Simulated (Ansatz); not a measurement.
# ZnO: the cost of one run

Computed with Ansatz 0.2.0 (DFT PBE, scalar-relativistic, plane waves, PAW, unless a step's input says otherwise).

## 1. The structure to begin with

The structure is tetragonal, space group I-42d (No. 122). Conventional cell: a = 3.829 Å, b = 3.829 Å, c = 7.084 Å, α = 90.00°, β = 90.00°, γ = 90.00°. Zn (site symmetry 2) has 6 O at 1.65 to 2.18 Å as nearest neighbours. Around O (site symmetry 2) lie 6 Zn at 1.65 to 2.18 Å.

Coordinates:

```xyz
8
Lattice="-1.9144 1.9144 3.5419 1.9144 -1.9144 3.5419 1.9144 1.9144 -3.5419" Properties=species:S:1:pos:R:3 pbc="T T T"
Zn    0.9572    1.0916    2.6564
Zn    0.9572    0.8228   -0.8855
Zn    1.0916   -0.9572    4.4273
Zn    0.8228    2.8716    0.8855
O     0.8228    0.9572    0.8855
O     1.0916    0.9572    4.4273
O     2.8716    0.8228   -0.8855
O    -0.9572    1.0916    2.6564
```

The cell is invented: 5-connected net, two elements alternating (I-42d, No. 122). Lengths come from tabulated atomic sizes and are only a guess.

## 2. Probe: one point on a coarse mesh

File input.yaml:

```yaml
crystal:
  lattice:
    - [-1.91441671, 1.91441671, 3.54187477]
    - [1.91441671, -1.91441671, 3.54187477]
    - [1.91441671, 1.91441671, -3.54187477]
  atoms:
    - { symbol: Zn, position: [0.66009612, 0.625, 0.53509612] }
    - { symbol: Zn, position: [0.08990388, 0.125, 0.46490388] }
    - { symbol: Zn, position: [0.375, 0.91009612, 0.03509612] }
    - { symbol: Zn, position: [0.875, 0.33990388, 0.96490388] }
    - { symbol: O, position: [0.375, 0.33990388, 0.46490388] }
    - { symbol: O, position: [0.875, 0.91009612, 0.53509612] }
    - { symbol: O, position: [0.08990388, 0.625, 0.96490388] }
    - { symbol: O, position: [0.66009612, 0.125, 0.03509612] }
basis:
  ecutwfc: 420
kpoints:
  mp_grid: { grid: [6, 6, 6] }
hamiltonian:
  xc: pbe
scf:
  occupations: { method: gaussian, width: 0.1 }
  lower_state_search: "off"
output:
  forces: true
  stress: true
  eigenvalues: true
```

Command:

```console
> ansatz run input.yaml --threads 1 --pin off --max-ram 2560MiB --backend cpu --events-out ev --progress --plain --runs-dir out
```

**Question.** How long does this run take on 1 thread of Arm Neoverse V1, shared host, and how much memory does it need?

About 6.9 s, with a peak of 0.31 GiB.
